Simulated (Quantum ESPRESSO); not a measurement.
# Au in Quantum ESPRESSO: a series of runs

The runs below take Au through work function, with PBE.

Program: Quantum ESPRESSO 7.5. These are calculated values, not measurements. Logs are shortened: lines on timing, memory, paths and dates and some standing lists are left out, and cuts for length are marked.

### Step 1. The slab as given

The cell holds a slab with vacuum, 5 atoms: a = 2.900 Å, b = 2.900 Å, c = 24.760 Å, α = 90.00°, β = 90.00°, γ = 120.00°.

The slab is cut from a database's or a generator's crystal, which needn't be the stable form of the element.

### Step 2. Work function, PBE

pw.in

```
&CONTROL
  calculation = 'scf'
  prefix = 'pwscf'
  outdir = './tmp'
  pseudo_dir = './pseudo'
  tprnfor = .true.
  disk_io = 'low'
/
&SYSTEM
  ibrav = 0
  celldm(1) = 8
  nat = 5
  ntyp = 1
  ecutwfc = 23
  nbnd = 61
  occupations = 'smearing'
  smearing = 'fd'
  degauss = 0.00367493
/
&ELECTRONS
  conv_thr = 5d-09
  electron_maxstep = 150
  mixing_beta = 0.3
  mixing_mode = 'local-TF'
/
ATOMIC_SPECIES
Au   196.9666 Au.upf
CELL_PARAMETERS alat
  0.6850253447004   0.0000000000000   0.0000000000000
 -0.3425126723381   0.5932493507397   0.0000000000000
  0.0000000000000   0.0000000000000   5.8487023557168
ATOMIC_POSITIONS crystal
Au     0.6666666667    0.3333333334    0.3029079160
Au     0.3333333333    0.6666666666    0.4014539580
Au     0.6666666667    0.3333333334    0.5000000000
Au     0.3333333333    0.6666666666    0.5985460420
Au     0.6666666667    0.3333333334    0.6970920840
K_POINTS automatic
11 11 1 0 0 0
```

pp_density.in

```
&INPUTPP
  prefix = 'pwscf'
  outdir = './tmp'
  filplot = 'density.dat'
  plot_num = 0
/
&PLOT
  nfile = 1
  filepp(1) = 'density.dat'
  iflag = 3
  output_format = 6
  fileout = 'density.cube'
/
```

pp_potential.in

```
&INPUTPP
  prefix = 'pwscf'
  outdir = './tmp'
  filplot = 'potential.dat'
  plot_num = 11
/
&PLOT
  nfile = 1
  filepp(1) = 'potential.dat'
  iflag = 3
  output_format = 6
  fileout = 'potential.cube'
/
```

pp_elf.in

```
&INPUTPP
  prefix = 'pwscf'
  outdir = './tmp'
  filplot = 'elf.dat'
  plot_num = 8
/
&PLOT
  nfile = 1
  filepp(1) = 'elf.dat'
  iflag = 3
  output_format = 6
  fileout = 'elf.cube'
/
```

Potentials or basis: PseudoDojo 0.4.1 SR PBE standard.

Command:

```
$ OMP_NUM_THREADS=1 mpirun -n 2 pw.x -nk 2 -in pw.in > pw.out
$ OMP_NUM_THREADS=1 mpirun -n 1 pp.x -in pp_density.in > pp_density.out
$ OMP_NUM_THREADS=1 mpirun -n 1 pp.x -in pp_potential.in > pp_potential.out
$ OMP_NUM_THREADS=1 mpirun -n 1 pp.x -in pp_elf.in > pp_elf.out
```

pw.out:

```text
This program is part of the open-source Quantum ESPRESSO suite
     for quantum simulation of materials; please cite
[... 13 lines left out ...]
     --------------------
     sticks:   dense  smooth     PW     G-vecs:    dense   smooth      PW
     Sum         199     199     61                18233    18233    3443

     Using Slab Decomposition

     bravais-lattice index     =            0
     lattice parameter (alat)  =       8.0000  a.u.
     unit-cell volume          =    1216.9518 (a.u.)^3
     number of atoms/cell      =            5
     number of atomic types    =            1
     number of electrons       =        95.00
     number of Kohn-Sham states=           61
     kinetic-energy cutoff     =      23.0000  Ry
     charge density cutoff     =      92.0000  Ry
     scf convergence threshold =      5.0E-09
     mixing beta               =       0.3000
     number of iterations used =            8  local-TF  mixing
     Exchange-correlation= PBE
                           (   1   4   3   4   0   0   0)

     celldm(1)=   8.000000  celldm(2)=   0.000000  celldm(3)=   0.000000
     celldm(4)=   0.000000  celldm(5)=   0.000000  celldm(6)=   0.000000

     crystal axes: (cart. coord. in units of alat)
               a(1) = (   0.685025   0.000000   0.000000 )
               a(2) = (  -0.342513   0.593249   0.000000 )
               a(3) = (   0.000000   0.000000   5.848702 )

     reciprocal axes: (cart. coord. in units 2 pi/alat)
               b(1) = (  1.459800  0.842816 -0.000000 )
               b(2) = (  0.000000  1.685632  0.000000 )
               b(3) = (  0.000000 -0.000000  0.170978 )

     PseudoPot. # 1 for Au read from file:
     Au.upf
     Pseudo is Norm-conserving + core correction, Zval = 19.0
     Generated using ONCVPSP code by D. R. Hamann
     Using radial grid of 1356 points,  7 beta functions with:
                l(1) =   0
                l(2) =   0
                l(3) =   1
                l(4) =   1
                l(5) =   2
                l(6) =   2
                l(7) =   3

     atomic species   valence    mass     pseudopotential
     Au               19.00   196.96660     Au( 1.00)

     12 Sym. Ops. (no inversion) found

   Cartesian axes

     site n.     atom                  positions (alat units)
         1        Au     tau(   1) = (   0.3425127   0.1977498   1.7716182  )
         2        Au     tau(   2) = (   0.0000000   0.3954996   2.3479847  )
         3        Au     tau(   3) = (   0.3425127   0.1977498   2.9243512  )
         4        Au     tau(   4) = (   0.0000000   0.3954996   3.5007176  )
         5        Au     tau(   5) = (   0.3425127   0.1977498   4.0770841  )

     number of k points=    16  Fermi-Dirac smearing, width (Ry)=  0.0037
                       cart. coord. in units 2pi/alat
        k(    1) = (   0.0000000   0.0000000   0.0000000), wk =   0.0165289
        k(    2) = (   0.0000000   0.1532393   0.0000000), wk =   0.0991736
        k(    3) = (   0.0000000   0.3064785   0.0000000), wk =   0.0991736
        k(    4) = (   0.0000000   0.4597178   0.0000000), wk =   0.0991736
        k(    5) = (   0.0000000   0.6129570   0.0000000), wk =   0.0991736
        k(    6) = (   0.0000000   0.7661963   0.0000000), wk =   0.0991736
[... 8 lines left out ...]
        k(   15) = (   0.3981273   0.6895767   0.0000000), wk =   0.0991736
        k(   16) = (   0.3981273   0.8428159   0.0000000), wk =   0.0991736

     Dense  grid:    18233 G-vectors     FFT dimensions: (  18,  18, 144)

     Check: negative core charge=   -0.000003

     Initial potential from superposition of free atoms

     starting charge      94.9994, renormalised to      95.0000

     negative rho (up, down):  5.867E-02 0.000E+00
     Starting wfcs are   50 randomized atomic wfcs +   11 random wfcs

     Self-consistent Calculation

     iteration #  1     ecut=    23.00 Ry     beta= 0.30
     Davidson diagonalization with overlap
     ethr =  1.00E-02,  avg # of iterations =  7.0

     negative rho (up, down):  4.594E-02 0.000E+00

     total energy              =   -1472.02205487 Ry
     estimated scf accuracy    <       3.02973644 Ry

     iteration #  2     ecut=    23.00 Ry     beta= 0.30
     Davidson diagonalization with overlap
     ethr =  3.19E-03,  avg # of iterations =  1.0

     negative rho (up, down):  3.181E-02 0.000E+00

     total energy              =   -1471.38520511 Ry
     estimated scf accuracy    <       1.41179521 Ry

     iteration #  3     ecut=    23.00 Ry     beta= 0.30
     Davidson diagonalization with overlap
     ethr =  1.49E-03,  avg # of iterations =  2.0

     negative rho (up, down):  2.979E-02 0.000E+00

     total energy              =   -1471.63708029 Ry
     estimated scf accuracy    <       0.02457346 Ry

     iteration #  4     ecut=    23.00 Ry     beta= 0.30
     Davidson diagonalization with overlap
     ethr =  2.59E-05,  avg # of iterations =  7.8

     negative rho (up, down):  2.245E-02 0.000E+00

     total energy              =   -1471.63380305 Ry
     estimated scf accuracy    <       0.01272045 Ry

     iteration #  5     ecut=    23.00 Ry     beta= 0.30
     Davidson diagonalization with overlap
     ethr =  1.34E-05,  avg # of iterations =  5.9

     negative rho (up, down):  1.814E-02 0.000E+00

     total energy              =   -1471.63413526 Ry
     estimated scf accuracy    <       0.00317618 Ry
[... 35 lines left out ...]
     iteration # 10     ecut=    23.00 Ry     beta= 0.30
     Davidson diagonalization with overlap
     ethr =  9.83E-08,  avg # of iterations =  6.2

     total energy              =   -1471.63261010 Ry
     estimated scf accuracy    <       0.00001606 Ry

     iteration # 11     ecut=    23.00 Ry     beta= 0.30
     Davidson diagonalization with overlap
     ethr =  1.69E-08,  avg # of iterations =  2.0

     total energy              =   -1471.63261242 Ry
     estimated scf accuracy    <       0.00000579 Ry

     iteration # 12     ecut=    23.00 Ry     beta= 0.30
     Davidson diagonalization with overlap
     ethr =  6.09E-09,  avg # of iterations =  2.6

     total energy              =   -1471.63261365 Ry
     estimated scf accuracy    <       0.00000024 Ry

     iteration # 13     ecut=    23.00 Ry     beta= 0.30
     Davidson diagonalization with overlap
     ethr =  2.54E-10,  avg # of iterations =  1.2

     total energy              =   -1471.63261372 Ry
     estimated scf accuracy    <       0.00000013 Ry

     iteration # 14     ecut=    23.00 Ry     beta= 0.30
     Davidson diagonalization with overlap
     ethr =  1.33E-10,  avg # of iterations =  2.0

     End of self-consistent calculation

          k = 0.0000 0.0000 0.0000 (  2261 PWs)   bands (ev):

   -97.5716 -97.5595 -97.3155 -97.1502 -97.0842 -53.0280 -52.9889 -52.8856
   -52.8856 -52.8617 -52.8349 -52.8349 -52.7489 -52.7489 -52.6058 -52.5626
   -52.5386 -52.5386 -52.5300 -52.5300  -1.5697  -0.8917  -0.1511   0.2672
     0.3371   2.4264   2.4339   2.5658   2.5658   2.6042   2.6042   2.7796
     2.8473   2.8473   3.1616   3.1616   3.2781   3.2781   3.9156   3.9308
     3.9308   4.1988   4.1988   4.5328   4.5328   4.8238   4.8238   5.0476
     5.0476   6.1748   6.8502  11.3953  12.0130  12.0654  13.5369  14.0991
    16.1671  16.4923  19.3064  19.3070  21.4390

          k = 0.0000 0.1532 0.0000 (  2255 PWs)   bands (ev):

   -97.5027 -97.4786 -97.3702 -97.1436 -97.1383 -53.0403 -52.9840 -52.8902
   -52.8773 -52.8644 -52.8231 -52.8095 -52.8012 -52.7776 -52.5899 -52.5835
   -52.5792 -52.5595 -52.5456 -52.5420  -1.3544  -0.6570   0.0833   0.4939
     0.4994   2.3128   2.3799   2.3982   2.5388   2.7881   2.8002   2.8282
     2.8588   2.9365   3.0066   3.0568   3.2162   3.3093   3.5054   3.8566
     3.8947   4.2034   4.2358   4.4867   4.5302   4.6535   4.8350   5.0035
     5.1641   6.6842   7.5477  11.5510  12.2064  12.2303  13.7427  14.2710
    16.3590  16.6792  19.4904  19.4983  21.5563

          k = 0.0000 0.3065 0.0000 (  2249 PWs)   bands (ev):

   -97.5047 -97.4256 -97.3913 -97.1570 -97.1074 -53.0228 -52.9650 -52.9245
   -52.8974 -52.8883 -52.8609 -52.8375 -52.8186 -52.8072 -52.6207 -52.6076
   -52.5859 -52.5788 -52.5664 -52.5662  -0.7148  -0.0480   0.6641   0.9434
     1.0516   2.0702   2.1402   2.1419   2.4110   2.4459   2.5663   2.8132
     3.0931   3.0945   3.1269   3.1467   3.4720   3.4830   3.5255   3.7730
     3.8313   3.9183   4.2305   4.2696   4.5400   4.8095   4.8740   5.0503
     5.8189   7.5478   8.9310  11.9526  12.7218  12.7706  14.3237  14.7233
    16.8426  17.1855  19.4083  19.9027  19.9296

          k = 0.0000 0.4597 0.0000 (  2255 PWs)   bands (ev):

   -97.5301 -97.4448 -97.3990 -97.1693 -97.1390 -53.0175 -53.0083 -52.9510
   -52.9294 -52.9281 -52.8994 -52.8583 -52.8547 -52.8423 -52.6903 -52.6764
   -52.6084 -52.6010 -52.5693 -52.5571   0.0861   0.5175   0.9085   1.1068
     1.2788   1.6708   1.8573   2.0714   2.2440   2.5032   2.6600   3.0354
     3.0998   3.1791   3.4095   3.4351   3.5076   3.7853   3.8872   3.9260
     4.1506   4.2585   4.3335   4.5018   4.6690   4.9474   5.0562   5.1691
     6.5910   8.4614  10.5274  12.6095  13.6255  13.6996  15.2129  15.4082
    16.2128  16.7429  17.5692  17.8368  18.3338

          k = 0.0000 0.6130 0.0000 (  2271 PWs)   bands (ev):
[... 100 lines left out ...]
   -97.5818 -97.4928 -97.4733 -97.2224 -97.1968 -53.0998 -53.0347 -53.0321
   -52.9601 -52.9449 -52.9209 -52.9122 -52.8872 -52.8795 -52.7789 -52.7694
   -52.6426 -52.6290 -52.5865 -52.5788   0.8667   0.8817   1.2126   1.3395
     1.3599   1.5836   1.9079   1.9434   2.0691   2.3407   2.6778   2.7438
     3.1194   3.1583   3.4767   3.6952   3.8166   3.9017   4.2485   4.5341
     4.5854   4.7161   4.8766   5.0939   5.1310   7.9488   8.4044   9.1085
     9.9943  10.2103  11.7096  12.0527  12.5683  13.2840  13.9624  14.7714
    14.8726  15.4682  16.5978  16.8550  17.2896

          k = 0.3981 0.6896 0.0000 (  2288 PWs)   bands (ev):

   -97.6245 -97.5629 -97.4895 -97.2731 -97.2305 -53.0784 -53.0184 -53.0133
   -52.9853 -52.9620 -52.9491 -52.9312 -52.9227 -52.9218 -52.7507 -52.7503
   -52.6930 -52.6869 -52.6074 -52.5772   1.1697   1.1924   1.3731   1.3843
     1.7028   1.8411   1.9172   2.0491   2.1350   2.4346   2.4567   2.5668
     2.9954   3.0701   3.1440   3.2000   3.2564   3.4549   3.9986   4.2582
     4.4485   4.5574   4.8824   5.1010   5.1172   7.9288   8.4030   9.2524
    10.5278  11.5956  12.1388  12.4245  12.7190  13.4907  13.4912  14.5670
    15.0357  15.6049  15.7661  16.2098  16.9430

          k = 0.3981 0.8428 0.0000 (  2292 PWs)   bands (ev):

   -97.6263 -97.5393 -97.5348 -97.2875 -97.2503 -53.0721 -53.0340 -53.0134
   -52.9924 -52.9685 -52.9631 -52.9464 -52.9230 -52.9170 -52.7545 -52.7529
   -52.7123 -52.7091 -52.5998 -52.5749   1.1966   1.2800   1.4757   1.5378
     1.7138   1.8617   1.8754   2.0161   2.1425   2.4482   2.4605   2.6106
     2.9508   2.9663   3.2347   3.2620   3.3113   3.5129   3.9759   4.3991
     4.4811   4.5819   4.7342   4.8447   4.9044   9.7702   9.7984  10.2643
    10.6579  11.1196  11.9139  11.9543  12.3761  12.9108  13.4755  14.0537
    14.1907  14.8821  15.4722  16.2653  16.9037

     the Fermi energy is     7.1841 ev

!    total energy              =   -1471.63261372 Ry
     estimated scf accuracy    <          1.2E-09 Ry
     smearing contrib. (-TS)   =      -0.00163034 Ry
     internal energy E=F+TS    =   -1471.63098339 Ry

     The total energy is F=E-TS. E is the sum of the following terms:
     one-electron contribution =   -9414.77667944 Ry
     hartree contribution      =    4711.73568270 Ry
     xc contribution           =    -257.44582845 Ry
     ewald contribution        =    3488.85584180 Ry

     convergence has been achieved in  14 iterations

     Forces acting on atoms (cartesian axes, Ry/au):

     atom    1 type  1   force =     0.00000000    0.00000000    0.02676265
     atom    2 type  1   force =     0.00000000    0.00000000    0.00158939
     atom    3 type  1   force =     0.00000000   -0.00000000    0.00000000
     atom    4 type  1   force =     0.00000000    0.00000000   -0.00158939
     atom    5 type  1   force =     0.00000000    0.00000000   -0.02676265

     Total force =     0.037915     Total SCF correction =     0.000265

=------------------------------------------------------------------------------=
   JOB DONE.
=------------------------------------------------------------------------------=
```

It took 30 s on 2 MPI ranks of Arm Neoverse V2, shared host; peak memory 0.16 GiB.

The run converged, but some of its settings lie outside the range that counts as converged, so its numbers aren't taken as properties of the slab.

What came out:

| Property | Result |
| --- | --- |
| Free energy | -20022.5817 eV |
| Largest force | 0.688 eV/Å |
| Band gap on the k mesh | none (metal or under the smearing width) |
| Work function of the upper face | 5.37 eV |
| Work function of the lower face | 5.37 eV |

Caveat: the cutoff lies well under what these potentials need, so the values aren't converged.

### Step 3. Work function, PBE

Edit pw.in of step 2 so:

```diff
@@ -13,3 +13,4 @@
   ntyp = 1
-  ecutwfc = 23
+  ecutwfc = 30
+  ecutrho = 122
   nbnd = 61
```

pp_density.in is that of step 2.

pp_potential.in is that of step 2.

pp_elf.in is that of step 2.

Potentials or basis: PseudoDojo 0.4.1 SR PBE standard.

Command:

```
$ OMP_NUM_THREADS=1 mpirun -n 2 pw.x -nk 2 -in pw.in > pw.out
$ OMP_NUM_THREADS=1 mpirun -n 1 pp.x -in pp_density.in > pp_density.out
$ OMP_NUM_THREADS=1 mpirun -n 1 pp.x -in pp_potential.in > pp_potential.out
$ OMP_NUM_THREADS=1 mpirun -n 1 pp.x -in pp_elf.in > pp_elf.out
```

pw.out:

```text
This program is part of the open-source Quantum ESPRESSO suite
     for quantum simulation of materials; please cite
[... 13 lines left out ...]
     --------------------
     sticks:   dense  smooth     PW     G-vecs:    dense   smooth      PW
     Sum         253     253     85                27825    27187    5025

     Using Slab Decomposition

     bravais-lattice index     =            0
     lattice parameter (alat)  =       8.0000  a.u.
     unit-cell volume          =    1216.9518 (a.u.)^3
     number of atoms/cell      =            5
     number of atomic types    =            1
     number of electrons       =        95.00
     number of Kohn-Sham states=           61
     kinetic-energy cutoff     =      30.0000  Ry
     charge density cutoff     =     122.0000  Ry
     scf convergence threshold =      5.0E-09
[... 224 lines left out ...]
    16.1113  16.4748  19.2506  19.2906  21.4523
[... 157 lines left out ...]
   -97.1998 -97.0851 -97.0713 -96.8367 -96.8147 -50.8246 -50.7963 -50.7609
   -50.7155 -50.7064 -50.6876 -50.6816 -50.6649 -50.6592 -50.4907 -50.4907
   -50.4637 -50.4637 -50.3409 -50.3401   1.2076   1.3472   1.5183   1.5788
     1.8055   1.9263   1.9272   2.0846   2.2616   2.4997   2.5669   2.6701
     2.9955   3.0048   3.3439   3.3498   3.3973   3.5904   4.0080   4.4475
     4.5032   4.6349   4.7616   4.8397   4.8991   9.6452   9.7826  10.2227
    10.6395  11.1692  11.7030  11.9145  12.2092  12.9384  13.5274  14.0934
    14.2574  14.9286  15.5595  16.3419  16.9987

     the Fermi energy is     7.1392 ev

!    total energy              =   -1478.39872433 Ry
     estimated scf accuracy    <          1.8E-09 Ry
     smearing contrib. (-TS)   =      -0.00151605 Ry
     internal energy E=F+TS    =   -1478.39720828 Ry

     The total energy is F=E-TS. E is the sum of the following terms:
     one-electron contribution =   -9431.21623371 Ry
     hartree contribution      =    4723.54510652 Ry
     xc contribution           =    -259.58192288 Ry
     ewald contribution        =    3488.85584179 Ry

     convergence has been achieved in  15 iterations

     Forces acting on atoms (cartesian axes, Ry/au):

     atom    1 type  1   force =     0.00000000    0.00000000   -0.00541620
     atom    2 type  1   force =     0.00000000   -0.00000000    0.00294984
     atom    3 type  1   force =     0.00000000   -0.00000000    0.00000000
     atom    4 type  1   force =     0.00000000   -0.00000000   -0.00294984
     atom    5 type  1   force =    -0.00000000   -0.00000000    0.00541620

     Total force =     0.008722     Total SCF correction =     0.000094

=------------------------------------------------------------------------------=
   JOB DONE.
=------------------------------------------------------------------------------=
```

pp_density.out:

```text
This program is part of the open-source Quantum ESPRESSO suite
     for quantum simulation of materials; please cite
         "P. Giannozzi et al., J. Phys.:Condens. Matter 21 395502 (2009);
         "P. Giannozzi et al., J. Phys.:Condens. Matter 29 465901 (2017);
         "P. Giannozzi et al., J. Chem. Phys. 152 154105 (2020);
     in publications or presentations arising from this work. More details at

     IMPORTANT: XC functional enforced from input :
     Exchange-correlation= PBE
                           (   1   4   3   4   0   0   0)
     Any further DFT definition will be discarded
     Please, verify this is what you really want

     G-vector sticks info
     --------------------
     sticks:   dense  smooth     PW     G-vecs:    dense   smooth      PW
     Sum         253     253     85                27825    27187    5025

     Using Slab Decomposition

     Calling punch_plot, plot_num =   0
     Writing data to file  density.dat
     Reading data from file  density.dat

     Writing data to be plotted to file density.cube
     Plot Type: 3D                     Output format: Gaussian cube

=------------------------------------------------------------------------------=
   JOB DONE.
=------------------------------------------------------------------------------=
```

Run time: 36 s. Hardware: 2 MPI ranks of Arm Neoverse V2, shared host; peak memory 0.2 GiB.

These settings aren't checked as converged: the numbers below hold their error.

What came out:

```
Free energy                     : -20114.6394 eV
Largest force                   : 0.139 eV/Å
Band gap on the k mesh          : none (metal or under the smearing width)
Work function of the upper face : 5.12 eV
Work function of the lower face : 5.12 eV
```

Caveat: the cutoff lies well under what these potentials need, so the values aren't converged.

(Part 1 of 2 ends here.)
